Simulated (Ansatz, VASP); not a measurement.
Two plane-wave programs on W

```
W
1.0
    -1.58234    1.58234    1.58234
     1.58234   -1.58234    1.58234
     1.58234    1.58234   -1.58234
W
1
Direct
  0.00000 0.00000 0.00000
```

Alike in both runs: task band structure; functional LDA; k mesh 12 × 12 × 12; occupations fermi-dirac, width 0.05 eV; no spin polarisation.

|  | VASP | Ansatz |
| --- | --- | --- |
| version | VASP 6.6.1 | Ansatz 0.2.0 |
| potentials or method | VASP PAW LDA potentials, release 64 (W_sv) | Ansatz PAW |
| plane-wave cutoff (eV) | 520 | 420 |
| valence electrons in the cell | 14 | 14 |

VASP gave:

- gap on the k mesh at the Fermi level (eV): none
- pressure (GPa): -7.3

Question: Estimate Ansatz's values.

Answer: gap on the k mesh at the Fermi level (eV): none; pressure (GPa): -8.9.

A gap of «none» marks a metal or a gap that the smearing closes.

Caveats: spin-orbit coupling is left out, which moves the levels of the heavy elements; the PAW data sets come from PBE, with cores solved anew for the run's functional, which leaves a small shift of forces and pressure (Ansatz).
